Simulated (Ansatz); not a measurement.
# Energy against total moment in Fe

Fe is taken as a measured crystal structure (space group Fm-3m), 1 atom in the cell. Source: COD entry 9014605; it may be a high-temperature, high-pressure or metastable form.

```yaml
crystal:
  lattice:
    - [0.00000, 1.77750, 1.77750]
    - [1.77750, 0.00000, 1.77750]
    - [1.77750, 1.77750, 0.00000]
  atoms:
    - { symbol: Fe, position: [0.00000, 0.00000, 0.00000] }
```

Atoms are numbered from 1 in the order listed.

Computed with Ansatz development build ahead of 0.2.0, DFT, PBE, PAW, plane waves, scalar-relativistic.

```json
{"Plane-wave cutoff": "420 eV", "k-point mesh": "12×12×12 (Γ-centred)", "Occupations": "Fermi–Dirac smearing, 0.1 eV", "Valence electrons": "16"}
```

Moments by site are taken inside atomic spheres; the rest lies between them.

For a metal this mesh leaves errors of several meV/atom.

Each run fixes N↑ − N↓ and starts with that moment spread in parallel over the Fe atoms; no search for lower states follows. Energies are free energies per cell above the lowest run, the runs with a free moment included. Each row is one local solution, which need not be the lowest state at that M. The run at M = 0 starts without moments and gives the spin-unpolarised solution. The cell holds one magnetic atom, so only parallel order fits; orders in a larger cell may lie lower.

The run at M = 1.46 μB took 0.53 s on 2 threads of AMD EPYC 9R45 96-Core Processor, with other jobs on the host, peak memory 0.31 GiB.

```json
{"fixed M (μB/cell)": "0.00", "F − F(lowest) (meV/cell)": "56", "moments of Fe1 (μB)": "0.00"}
{"fixed M (μB/cell)": "0.36", "F − F(lowest) (meV/cell)": "47", "moments of Fe1 (μB)": "0.37"}
{"fixed M (μB/cell)": "0.73", "F − F(lowest) (meV/cell)": "26", "moments of Fe1 (μB)": "0.74"}
{"fixed M (μB/cell)": "1.09", "F − F(lowest) (meV/cell)": "7", "moments of Fe1 (μB)": "1.11"}
{"fixed M (μB/cell)": "1.46", "F − F(lowest) (meV/cell)": "?", "moments of Fe1 (μB)": "?"}
{"fixed M (μB/cell)": "1.82", "F − F(lowest) (meV/cell)": "8", "moments of Fe1 (μB)": "1.85"}
{"fixed M (μB/cell)": "2.18", "F − F(lowest) (meV/cell)": "18", "moments of Fe1 (μB)": "2.21"}
{"fixed M (μB/cell)": "2.55", "F − F(lowest) (meV/cell)": "?", "moments of Fe1 (μB)": "?"}
{"fixed M (μB/cell)": "2.91", "F − F(lowest) (meV/cell)": "174", "moments of Fe1 (μB)": "2.88"}
```

Q: Fill in the row for M = 1.46 μB.

A: 0 meV; moments Fe1 1.48 μB.

Q: Fill in the row for M = 2.55 μB.

A: 41 meV; moments Fe1 2.57 μB.

Q: Where do runs with a free total moment end?

A: “usual moment scaled by 0.1, free total moment [Fe1 0.40 μB]” ends at 1.39 μB, 0 meV; “usual moment, free total moment [Fe1 4.00 μB]” ends at 1.39 μB, 0 meV.
